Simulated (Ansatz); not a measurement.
# Ga2O3: the band gap up the ladder of functionals

An exercise on one series of results from a longer session: the logs are not shown, and one member is left open.

The runs shown are made with Ansatz 0.2.0. PAW datasets, plane waves. No spin polarisation. The prototype was imposed, so other structures may be more stable.

**Starting point**

The cell was relaxed beforehand with r2SCAN.

Space group R-3c (No. 167), trigonal; a = 4.985 Å, c = 13.442 Å in the conventional setting, 9.64 Å³ an atom. Ga has 6 O at 1.93–2.07 Å; O has 4 Ga at 1.93–2.07 Å.

Coordinates:

```cif
data_structure
_symmetry_space_group_name_H-M 'R-3c:H'
_symmetry_Int_Tables_number 167
_cell_length_a 4.9845
_cell_length_b 4.9845
_cell_length_c 13.4419
_cell_angle_alpha 90.000
_cell_angle_beta 90.000
_cell_angle_gamma 120.000
_cell_volume 289.23
loop_
_atom_site_label
_atom_site_type_symbol
_atom_site_symmetry_multiplicity
_atom_site_Wyckoff_symbol
_atom_site_fract_x
_atom_site_fract_y
_atom_site_fract_z
_atom_site_occupancy
Ga1 Ga 12 c 0.00000 0.00000 0.14459 1
O1 O 18 e 0.69638 0.00000 0.25000 1
```

Set-up of the first run:

input.yaml

```yaml
crystal:
  lattice:
    - [2.4922649487, 1.4389098391, 4.4806287417]
    - [-2.4922649487, 1.4389098391, 4.4806287417]
    - [0.0, -2.8778196781, 4.4806287417]
  atoms:
    - { symbol: Ga, position: [0.1445920302, 0.1445920302, 0.1445920302] }
    - { symbol: Ga, position: [0.3554079698, 0.3554079698, 0.3554079698] }
    - { symbol: Ga, position: [0.6445920302, 0.6445920302, 0.6445920302] }
    - { symbol: Ga, position: [0.8554079698, 0.8554079698, 0.8554079698] }
    - { symbol: O, position: [0.946377074, 0.553622926, 0.25] }
    - { symbol: O, position: [0.446377074, 0.75, 0.053622926] }
    - { symbol: O, position: [0.553622926, 0.25, 0.946377074] }
    - { symbol: O, position: [0.25, 0.946377074, 0.553622926] }
    - { symbol: O, position: [0.75, 0.053622926, 0.446377074] }
    - { symbol: O, position: [0.053622926, 0.446377074, 0.75] }
kpoints:
  mp_grid: { grid: [6, 6, 6] }
  band_path:
    path:
      - [[0.0, 0.0, 0.0], [0.5, 0.5, 0.5], [0.764579330991, 0.235420669009, 0.5]]
      - [[0.5, -0.235420669009, 0.235420669009], [0.5, 1.933072007987e-16, 1.655915560725e-16], [0.0, 0.0, 0.0], [0.3677103345045, -0.3677103345045, -5.085034916385e-17]]
      - [[0.6322896654955, 3.683475416046e-17, 0.3677103345045], [0.5, -5.499648829066e-17, 0.5], [0.0, 0.0, 0.0]]
    npoints: 10
hamiltonian:
  xc: pbe
scf:
  occupations: { method: fermi_dirac, width: 0.02 }
  n_extra_bands: 6
output:
  forces: true
  stress: true
  eigenvalues: true
```

Command:

```sh
ansatz run input.yaml --threads 2 --pin off --max-ram 20275MiB --backend cpu --events-out ev --progress --plain --runs-dir out
```

Steps of the session up to this table: PBE band path; r2SCAN at the same geometry; HSE06; PBE+SOC; PBE0.

One table of the session follows, with a row left open; its other results are not shown here.

```
  level  gap (eV)
    PBE      2.85
 r2SCAN         ?
  HSE06      4.62
PBE+SOC      2.85
   PBE0      5.34
```

**Question.** Estimate the row for r2SCAN.

The run gave: gap (eV): 3.55. In the column «gap (eV)» it lies between PBE+SOC (2.85) and HSE06 (4.62).

Meshes: PBE 6×6×6, r2SCAN 6×6×6, HSE06 4×4×4, PBE+SOC 6×6×6, PBE0 4×4×4

In words: The gap runs from 2.85 eV (PBE) to 5.34 eV (PBE0). Against HSE06, PBE is short by 1.77 eV, at 62 % of it, and r2SCAN 77 %. PBE0 lies 0.72 eV above HSE06, which differs from it by screening the long-range exchange.

Limits of these values: Warnings in the runs' records: stress scf threshold loose, stress exchange threshold loose.
